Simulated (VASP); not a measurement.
**VASP inputs for InP (strained zincblende)**

INCAR

```
NSW = 0
ISIF = 2
LWAVE = .FALSE.
EDIFF = 1E-7
IBRION = -1
ENCUT = 520
LCHARG = .FALSE.
NBANDS = 16
ISMEAR = 0
ALGO = Normal
LASPH = .TRUE.
METAGGA = R2SCAN
NELM = 120
PREC = Accurate
LREAL = .FALSE.
SIGMA = 0.01
```

KPOINTS

```
KPOINTS created by Atomic Simulation Environment
0
Gamma
8 8 8
0 0 0
```

KPOINTS_OPT

```
special points
6
Reciprocal
0.0000000000 0.0000000000 0.0000000000 1
-0.5000000000 -0.5000000000 0.0000000000 1
-0.3750000000 -0.3750000000 0.2500000000 1
-0.3750000000 0.0000000000 0.3750000000 1
0.0000000000 0.0000000000 0.5000000000 1
-0.5000000000 -0.2500000000 0.2500000000 1
```

POSCAR

```
In P
 1.0000000000000000
     0.0000000000000000    3.0385613422000000    2.9537876370000000
     3.0385613422000000    0.0000000000000000    2.9537876370000000
     3.0385613422000000    3.0385613422000000    0.0000000000000000
 In  P
   1   1
Cartesian
  0.0000000000000000  0.0000000000000000  0.0000000000000000
  1.5192806711000000  1.5192806711000000  1.4768938185000000
```

VASP ran with the recommended PBE PAW datasets (18 valence electrons in the cell).

**Question.** Estimate the main results of this run.

**Answer.** gap between bands v and c 0.61 eV; least direct gap 0.61 eV; pressure -3.5 GPa.

Band v is the last that the valence electrons fill when counted band by band, and c is the next. Levels in eV from the top of v:

| point | v−1 | v | c | c+1 |
| --- | --- | --- | --- | --- |
| Γ | -0.13 | 0.00 | 0.61 | 4.31 |
| X | -2.33 | -2.33 | 1.95 | 2.27 |
| K | -3.12 | -1.82 | 2.64 | 4.57 |
| L | -1.06 | -0.89 | 1.55 | 4.97 |
| W | -2.81 | -2.74 | 4.29 | 4.41 |
